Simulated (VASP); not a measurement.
# Mn (P6_3/mmc) in VASP: further runs

The runs below take Mn through single point, relaxation of cell and atoms, with PBE, PBEsol.

All numbers are computed with VASP 6.6.1; they aren't measurements. Logs are shortened: lines on timing, memory, paths and dates and some standing lists are left out, and cuts for length are marked.

## 1. Starting point

The structure is hexagonal, space group P6_3/mmc (No. 194). Conventional cell: a = 2.484 Å, b = 2.484 Å, c = 4.026 Å, α = 90.00°, β = 90.00°, γ = 120.00°. Mn (site symmetry -6m2) is surrounded by 12 Mn at 2.47 to 2.48 Å.

This isn't the form of Mn at room conditions, which is a 58-atom cubic cell.

## 2. Single point, PBE, collinear spin, ferromagnetic start

File INCAR:

```
PREC = Accurate
ENCUT = 280
EDIFF = 1E-6
ISMEAR = 1
SIGMA = 0.1
LREAL = F
LASPH = T
NELM = 100
ALGO = Normal
ISIF = 2
LWAVE = F
LCHARG = F
ISPIN = 2
MAGMOM = 4 4
LORBIT = 11
LMAXMIX = 4
GGA = PE
ADDGRID = F
```

File KPOINTS:

```
regular mesh
0
Gamma
  13 13 7
```

File POSCAR:

```
Mn
1.0
    2.4836457705      0.0000000000      0.0000000000
   -1.2418228853      2.1509003313      0.0000000000
    0.0000000000      0.0000000000      4.0261950000
Mn
2
Direct
    0.3333333333      0.6666666667      0.2500000000
    0.6666666667      0.3333333333      0.7500000000
```

Potentials or basis: VASP PAW PBE potentials, release 64 (Mn_pv).

The run is started by

```console
> cat potpaw_PBE.64/Mn_pv/POTCAR > POTCAR
> mpirun -np 1 vasp_std > vasp.out
```

OUTCAR:

```text
PREC = Accurate
   ENCUT = 280
   EDIFF = 1E-6
   ISMEAR = 1
   LREAL = F
   LASPH = T
   NELM = 100
   ISIF = 2
   ISPIN = 2
   LORBIT = 11
   GGA = PE

 Found     84 irreducible k-points:

 Following reciprocal coordinates:
            Coordinates               Weight
  0.000000  0.000000  0.000000      1.000000
  0.076923  0.000000  0.000000      6.000000
  0.153846  0.000000  0.000000      6.000000
  0.230769  0.000000  0.000000      6.000000
  0.307692  0.000000  0.000000      6.000000
  0.384615  0.000000  0.000000      6.000000
   k-points           NKPTS =     84   k-points in BZ     NKDIM =     84   number of bands    NBANDS=     21
   number of dos      NEDOS =    301   number of ions     NIONS =      2
   total plane-waves  NPLWV =   4704
   dimension x,y,z NGX =    14 NGY =   14 NGZ =   24
   dimension x,y,z NGXF=    28 NGYF=   28 NGZF=   48
   ions per type =               2
   NGX,Y,Z   is equivalent  to a cutoff of   9.37,  9.37,  9.91 a.u.
   NGXF,Y,Z  is equivalent  to a cutoff of  18.74, 18.74, 19.82 a.u.
 SYSTEM =  unknown system
   PREC   = accura    normal or accurate (medium, high low for compatibility)
   ISTART =      0    job   : 0-new  1-cont  2-samecut
   ICHARG =      2    charge: 1-file 2-atom 10-const
   ISPIN  =      2    spin polarized calculation?
   LNONCOLLINEAR =      F non collinear calculations
   LSORBIT =      F    spin-orbit coupling
   LASPH  =      T    aspherical Exc in radial PAW
   ENCUT  =  280.0 eV  20.58 Ry    4.54 a.u.   3.39  3.39  5.49*2*pi/ulx,y,z
   NELM   =    100;   NELMIN=  2; NELMDL= -5     # of ELM steps
   EDIFF  = 0.1E-05   stopping-criterion for ELM
   LREAL  =      F    real-space projection
   EDIFFG = 0.1E-04   stopping-criterion for IOM
   NSW    =      0    number of steps for IOM
   IBRION =     -1    ionic relax: 0-MD 1-quasi-New 2-CG
   NFREE  =      0    steps in history (QN), initial steepest desc. (CG)
   ISIF   =      2    stress and relaxation
   ISYM   =      2    0-nonsym 1-usesym 2-fastsym
   POTIM  = 0.5000    time-step for ionic-motion
   TEBEG  =    0.0;   TEEND  =   0.0 temperature during run
   PSTRESS=    0.0 pullay stress
   NELECT =      26.0000    total number of electrons
   NUPDOWN=      -1.0000    fix difference up-down
   EMIN   =  10.00;   EMAX   =-10.00  energy-range for DOS
   EFERMI =   0.00;   METHOD = LEGACY
   ISMEAR =     1;   SIGMA  =   0.10  broadening in eV -4-tet -1-fermi 0-gaus
   EFERMI_NEDOS =   21; number of points for ismear=-14 and -15
   IALGO  =     38    algorithm
   IMIX   =      4    mixing-type and parameters
     AMIX     =   0.40;   BMIX     =  1.00
     AMIX_MAG =   1.60;   BMIX_MAG =  1.00
  volume/ion in A,a.u.               =      10.75        72.57
  Fermi-wavevector in a.u.,A,eV,Ry     =   1.743938  3.295565 41.379665  3.041320
  Thomas-Fermi vector in A             =   2.815914
   LORBIT       =     11    0 simple, 1 ext, 2 COOP (PROOUT), +10 PAW based schemes
   GGA     = PE    functional components
   LHFCALC =     F    Hartree Fock is set to
   AEXX    =    0.0000 exact exchange contribution
   IVDW    =     0    specifies the selected vdW correction
   LEPSILON=     F    determine dielectric tensor
   LRPA    =     F    only Hartree local field effects (RPA)
 spin polarized calculation
 Methfessel and Paxton  Order N= 1 SIGMA  =   0.10
  energy-cutoff  :      280.00
  volume of cell :       21.51
 maximum number of plane-waves:       245
 NGX is ok and might be reduce to    14
   NGX =  7   NGY =  7   NGZ = 11

 number of electron      26.0000031 magnetization      -0.0023460

 number of electron      26.0000031 magnetization       0.0004544

 Free energy of the ion-electron system (eV)
  ---------------------------------------------------
  ext. energy  EPLUGINS =         0.00000000
  ---------------------------------------------------
  free energy    TOTEN  =       -17.87484318 eV

  energy without entropy =      -17.87428173  energy(sigma->0) =      -17.87465603

 E-fermi :  10.3338     XC(G=0): -14.0158

 val. band max:       10.3295760636   @ k =   0.4615   0.0000   0.1429
 cond. band min:      10.3415864432   @ k =   0.1538   0.0769   0.0000
 fundamental gap:      0.0120103796
 Fermi energy:        10.3338309205

 spin component 1

 k-point     1 :       0.0000    0.0000    0.0000
  band No.  band energies     occupation
      1     -37.9179      1.00000
      2     -37.2523      1.00000
      3     -37.2523      1.00000
      4     -37.1490      1.00000
      5     -37.1490      1.00000
      6     -37.1480      1.00000
[... 13 lines left out ...]
     20      31.1313      0.00000
     21      34.3695      0.00000

 k-point     2 :       0.0769    0.0000    0.0000
  band No.  band energies     occupation
      1     -37.9007      1.00000
      2     -37.2828      1.00000
      3     -37.2612      1.00000
      4     -37.1825      1.00000
      5     -37.1531      1.00000
      6     -37.1525      1.00000
[... 13 lines left out ...]
     20      30.7036      0.00000
     21      33.4281      0.00000

 k-point     3 :       0.1538    0.0000    0.0000
  band No.  band energies     occupation
      1     -37.8585      1.00000
      2     -37.3720      1.00000
      3     -37.2881      1.00000
      4     -37.2715      1.00000
      5     -37.1684      1.00000
      6     -37.1673      1.00000
[... 13 lines left out ...]
     20      28.6326      0.00000
     21      32.3964      0.00000

 k-point     4 :       0.2308    0.0000    0.0000
  band No.  band energies     occupation
      1     -37.7947      1.00000
      2     -37.5005      1.00000
      3     -37.3990      1.00000
      4     -37.3262      1.00000
      5     -37.1953      1.00000
      6     -37.1873      1.00000
[... 13 lines left out ...]
     20      25.6815      0.00000
     21      30.3047      0.00000

 k-point     5 :       0.3077    0.0000    0.0000
  band No.  band energies     occupation
      1     -37.7180      1.00000
      2     -37.6384      1.00000
      3     -37.5285      1.00000
      4     -37.3694      1.00000
      5     -37.2364      1.00000
      6     -37.2121      1.00000
[... 13 lines left out ...]
     20      23.0172      0.00000
     21      28.4940      0.00000

 k-point     6 :       0.3846    0.0000    0.0000
  band No.  band energies     occupation
      1     -37.7514      1.00000
      2     -37.6377      1.00000
      3     -37.6324      1.00000
      4     -37.3993      1.00000
      5     -37.2788      1.00000
      6     -37.2278      1.00000
[... 13 lines left out ...]
     20      21.9675      0.00000
     21      26.9958      0.00000

 [... further k-points ...]

 spin component 2

 k-point     1 :       0.0000    0.0000    0.0000
  band No.  band energies     occupation
      1     -37.9177      1.00000
      2     -37.2521      1.00000
      3     -37.2521      1.00000
      4     -37.1487      1.00000
      5     -37.1487      1.00000
      6     -37.1478      1.00000
[... 13 lines left out ...]
     20      31.1314      0.00000
     21      34.3693      0.00000

 k-point     2 :       0.0769    0.0000    0.0000
  band No.  band energies     occupation
      1     -37.9005      1.00000
      2     -37.2826      1.00000
      3     -37.2609      1.00000
      4     -37.1822      1.00000
      5     -37.1529      1.00000
      6     -37.1523      1.00000
[... 13 lines left out ...]
     20      30.7037      0.00000
     21      33.4282      0.00000

 k-point     3 :       0.1538    0.0000    0.0000
  band No.  band energies     occupation
      1     -37.8583      1.00000
      2     -37.3717      1.00000
      3     -37.2878      1.00000
      4     -37.2712      1.00000
      5     -37.1682      1.00000
      6     -37.1671      1.00000
[... 13 lines left out ...]
     20      28.6327      0.00000
     21      32.3940      0.00000

 k-point     4 :       0.2308    0.0000    0.0000
  band No.  band energies     occupation
      1     -37.7945      1.00000
      2     -37.5003      1.00000
      3     -37.3987      1.00000
      4     -37.3259      1.00000
      5     -37.1951      1.00000
      6     -37.1870      1.00000
[... 13 lines left out ...]
     20      25.6817      0.00000
     21      30.3049      0.00000

 k-point     5 :       0.3077    0.0000    0.0000
  band No.  band energies     occupation
      1     -37.7178      1.00000
      2     -37.6381      1.00000
      3     -37.5282      1.00000
      4     -37.3691      1.00000
      5     -37.2362      1.00000
      6     -37.2119      1.00000
[... 13 lines left out ...]
     20      23.0174      0.00000
     21      28.4942      0.00000

 k-point     6 :       0.3846    0.0000    0.0000
  band No.  band energies     occupation
      1     -37.7511      1.00000
      2     -37.6375      1.00000
      3     -37.6321      1.00000
      4     -37.3991      1.00000
      5     -37.2786      1.00000
      6     -37.2276      1.00000
[... 13 lines left out ...]
     20      21.9677      0.00000
     21      26.9959      0.00000

 [... further k-points ...]

------------------------ aborting loop because EDIFF is reached ----------------------------------------

  FORCE on cell =-STRESS in cart. coord.  units (eV):
  Direction    XX          YY          ZZ          XY          YZ          ZX
  --------------------------------------------------------------------------------------
  -------------------------------------------------------------------------------------
  Total       -1.0805774     -1.0805774     -1.1585437      0.0000000      0.0000000      0.0000000
  in kB      -80.4936695    -80.4936695    -86.3014854      0.0000000      0.0000000      0.0000000
  external PRESSURE =     -82.4296081 kB  Pullay stress =       0.0000000 kB

 VOLUME and BASIS-vectors are now :
 -----------------------------------------------------------------------------
  energy-cutoff  :      280.00
  volume of cell :       21.51
      direct lattice vectors                 reciprocal lattice vectors
     2.483645770  0.000000000  0.000000000     0.402633907  0.232460795  0.000000000
    -1.241822885  2.150900331  0.000000000     0.000000000  0.464921589  0.000000000
     0.000000000  0.000000000  4.026195000     0.000000000  0.000000000  0.248373464

 POSITION                                       TOTAL-FORCE (eV/Angst)
 -----------------------------------------------------------------------------------
     -0.00000      1.43393      1.00655        -0.000000      0.000000      0.000000
      1.24182      0.71697      3.01965         0.000000     -0.000000      0.000000
 -----------------------------------------------------------------------------------
    total drift:                               -0.000000      0.000000     -0.000000

  FREE ENERGIE OF THE ION-ELECTRON SYSTEM (eV)
  ---------------------------------------------------
  free  energy   TOTEN  =       -17.8748431836 eV

  energy  without entropy=      -17.8742817340  energy(sigma->0) =      -17.87465603

 total charge

# of ion       s       p       d       tot
------------------------------------------
    1        0.427   6.402   5.159  11.988
    2        0.427   6.402   5.159  11.988
--------------------------------------------------
tot          0.853  12.805  10.318  23.976

 magnetization (x)

# of ion       s       p       d       tot
------------------------------------------
    1        0.000   0.000   0.000   0.000
    2        0.000   0.000   0.000   0.000
--------------------------------------------------
tot          0.000   0.000   0.000   0.000
```

It took 66 s on 1 thread of AMD EPYC, shared host; peak memory 0.1 GiB.

These settings aren't checked as converged: the numbers below hold their error.

What came out:

- Free energy: -17.8748 eV
- Band gap on the k mesh: none (metal or under the smearing width)
- Net moment: 0.00 μB per cell
- Valence electrons inside the program's atomic spheres: Mn 11.99

Caveat: the cutoff is under 1.25 times the usual one of these potentials, so pressure, stress and relaxed cells hold a basis-set (Pulay) error; the starting moments collapsed, and a magnetic state may lie lower.

## 3. Single point, PBE, collinear spin, ferromagnetic start

INCAR is that of step 2.

KPOINTS is that of step 2.

File POSCAR:

```
Mn
1.0
    2.4836457705      0.0000000000      0.0000000000
   -1.2418228853      2.1509003313      0.0000000000
    0.0000000000      0.0000000000      4.0261950000
Mn
2
Direct
    0.3276130000      0.6533230000      0.2419640000
    0.6727760000      0.3616470000      0.7542400000
```

Potentials or basis: VASP PAW PBE potentials, release 64 (Mn_pv).

The run is started by

```console
> cat potpaw_PBE.64/Mn_pv/POTCAR > POTCAR
> mpirun -np 1 vasp_std > vasp.out
```

Wall time 6 min (1 thread of AMD EPYC, shared host); peak memory 0.22 GiB.

These settings aren't checked as converged: the numbers below hold their error.

What came out:

```
Free energy                                           : -17.8636 eV
Largest force                                         : 0.241 eV/Å
Band gap on the k mesh                                : none (metal or under the smearing width)
Net moment                                            : 0.00 μB per cell
Valence electrons inside the program's atomic spheres : Mn 11.99
```

Caveat: the cutoff is under 1.25 times the usual one of these potentials, so pressure, stress and relaxed cells hold a basis-set (Pulay) error; the starting moments collapsed, and a magnetic state may lie lower.

## 4. Single point, PBE, collinear spin, ferromagnetic start

Edit INCAR of step 3 so:

```diff
@@ -1,3 +1,3 @@
 PREC = Accurate
-ENCUT = 280
+ENCUT = 650
 EDIFF = 1E-6
```

File KPOINTS:

```
regular mesh
0
Gamma
  9 9 5
```

File POSCAR:

```
Mn
1.0
    2.4836457705      0.0000000000      0.0000000000
   -1.2418228853      2.1509003313      0.0000000000
    0.0000000000      0.0000000000      4.0261950000
Mn
2
Direct
    0.3333333333      0.6666666667      0.2500000000
    0.6666666667      0.3333333333      0.7500000000
```

The run is started by

```console
> cat potpaw_PBE.64/Mn_pv/POTCAR > POTCAR
> mpirun -np 1 vasp_std > vasp.out
```

Wall time 93 s (1 thread of AMD EPYC, shared host); peak memory 0.14 GiB.

These settings aren't checked as converged: the numbers below hold their error.

What came out:

```yaml
Free_energy: -17.8817 eV
Pressure: -1.4 GPa
Band_gap_on_the_k_mesh: none (metal or under the smearing width)
Net_moment: 0.00 μB per cell
Valence_electrons_inside_the_program's_atomic_spheres: Mn 11.98
```

Caveat: the starting moments collapsed, and a magnetic state may lie lower.

## 5. Single point, PBE, collinear spin, ferromagnetic start

INCAR is that of step 4.

KPOINTS is that of step 4.

File POSCAR:

```
Mn
1.0
    2.4836457705      0.0000000000      0.0000000000
   -1.2418228853      2.1509003313      0.0000000000
    0.0000000000      0.0000000000      4.0261950000
Mn
2
Direct
    0.3276130000      0.6533230000      0.2419640000
    0.6727760000      0.3616470000      0.7542400000
```

The run is started by

```console
> cat potpaw_PBE.64/Mn_pv/POTCAR > POTCAR
> mpirun -np 1 vasp_std > vasp.out
```

It took 7.5 min on 1 thread of AMD EPYC, shared host; peak memory 0.27 GiB.

The run converged, but some of its settings lie outside the range that counts as converged, so its numbers aren't taken as properties of the crystal.

What came out:

* Free energy: -17.8699 eV
* Pressure: -1.0 GPa
* Largest force: 0.242 eV/Å
* Band gap on the k mesh: none (metal or under the smearing width)
* Net moment: 0.00 μB per cell
* Valence electrons inside the program's atomic spheres: Mn 11.99

Caveat: the starting moments collapsed, and a magnetic state may lie lower.

## 6. Relaxation of cell and atoms, PBEsol, collinear spin, ferromagnetic start

File INCAR:

```
  PREC = Accurate
  ENCUT = 600
  EDIFF = 1E-6
  ISMEAR = -1
  SIGMA = 0.05
  LREAL = F
  LASPH = T
  NELM = 150
  ALGO = Normal
  ISIF = 3
  LWAVE = F
  LCHARG = F
  ISPIN = 2
  MAGMOM = 4 4
  LORBIT = 11
  LMAXMIX = 4
  GGA = PS
  IBRION = 2
  NSW = 60
  EDIFFG = -0.005
```

File KPOINTS:

```
Automatic mesh
0
Gamma
  10 10 6
```

File POSCAR:

```
Mn
1.0
    2.4836457705      0.0000000000      0.0000000000
   -1.2418228853      2.1509003313      0.0000000000
    0.0000000000      0.0000000000      4.0261950000
Mn
2
Direct
    0.3333333333      0.6666666667      0.2500000000
    0.6666666667      0.3333333333      0.7500000000
```

Potentials or basis: VASP PAW PBE potentials, release 64 (Mn_pv).

The run is started by

```console
> cat potpaw_PBE.64/Mn_pv/POTCAR > POTCAR
> mpirun -np 1 vasp_std > vasp.out
```

Wall time 89 s (1 thread of Intel Xeon 6975P-C (Granite Rapids), shared host); peak memory 0.17 GiB.

It converged, with:

* Free energy: -19.4265 eV
* Relaxed volume: 10.32 Å³/atom
* Relaxed cell: a = 2.451 Å, b = 2.451 Å, c = 3.967 Å, α = 90.00°, β = 90.00°, γ = 120.00°
* Space group after relaxing (to 0.05 Å): P6_3/mmc (No. 194)
* Energy gained by relaxing: 16.7 meV/atom
* Ionic steps: 8
* Pressure after relaxing: 0.0 GPa
* Band gap on the k mesh: none (metal or under the smearing width)
* Net moment: 0.00 μB per cell
* Valence electrons inside the program's atomic spheres: Mn 12.08

Step by step:
```tsv
step	energy change (eV)	largest force (eV/Å)	pressure (GPa)	volume (Å³)
1	0.0000	0.0000	-11.81	21.51
2	0.0874	0.0000	27.64	19.13
3	-0.0334	0.0000	-0.36	20.65
4	-0.0334	0.0000	-0.10	20.63
5	-0.0334	0.0000	0.18	20.61
6	-0.0334	0.0000	-0.15	20.65
7	-0.0334	0.0000	-0.10	20.64
8	-0.0334	0.0000	-0.04	20.64
```

Final structure:
```cif
data_structure
_symmetry_space_group_name_H-M 'P 1'
_symmetry_Int_Tables_number 1
_cell_length_a 2.4510
_cell_length_b 2.4510
_cell_length_c 3.9666
_cell_angle_alpha 90.000
_cell_angle_beta 90.000
_cell_angle_gamma 120.000
_cell_volume 20.64
loop_
_atom_site_label
_atom_site_type_symbol
_atom_site_fract_x
_atom_site_fract_y
_atom_site_fract_z
_atom_site_occupancy
Mn1 Mn 0.33333 0.66667 0.25000 1
Mn2 Mn 0.66667 0.33333 0.75000 1
```

Levels at points of the mesh, in eV from the Fermi level:
Spin up:
```
           k point  band 10  band 11  band 12  band 13  band 14  band 15  band 16  band 17
(0.00, 0.00, 0.00)    -1.01    -1.01    -0.50    -0.50     0.05     0.05     0.79     1.71
(0.50, 0.00, 0.00)    -1.37    -1.23    -0.98    -0.44     1.94     2.09     2.17     3.79
(0.00, 0.00, 0.50)    -1.62    -1.09    -1.09    -1.09    -1.09     1.26     1.26     1.26
(0.50, 0.00, 0.50)    -2.79     0.19     0.19     0.91     0.91     2.07     2.07     3.35
```
Spin down:
| k point | band 9 | band 10 | band 11 | band 12 | band 13 | band 14 | band 15 | band 16 | band 17 | band 18 |
| --- | --- | --- | --- | --- | --- | --- | --- | --- | --- | --- |
| (0.00, 0.00, 0.00) | -1.03 | -1.01 | -1.01 | -0.50 | -0.50 | 0.05 | 0.05 | 0.79 | 1.71 | 1.71 |
| (0.50, 0.00, 0.00) | -3.90 | -1.37 | -1.23 | -0.98 | -0.44 | 1.94 | 2.09 | 2.17 | 3.79 | 5.98 |
| (0.00, 0.00, 0.50) | -1.62 | -1.62 | -1.09 | -1.09 | -1.09 | -1.09 | 1.26 | 1.26 | 1.26 | 1.26 |
| (0.50, 0.00, 0.50) | -2.79 | -2.79 | 0.19 | 0.19 | 0.91 | 0.91 | 2.07 | 2.07 | 3.35 | 3.35 |

Caveat: the starting moments collapsed, and a magnetic state may lie lower; the PAW data sets were made with another functional, which shifts forces and pressure a little.

## 7. For comparison

An earlier run on the cell as given: functional PBE; potentials or basis VASP PAW PBE potentials, release 64 (Mn_pv); cutoff 520 eV; k mesh 12 × 12 × 7; occupations fermi-dirac, width 0.05 eV; collinear spin, ferromagnetic start; starting moments [4.0, 4.0] μB.

- Pressure: -1.3 GPa
- Band gap on the k mesh: none (metal or under the smearing width)
- Net moment: 0.00 μB per cell
- Valence electrons inside the program's atomic spheres: Mn 11.98
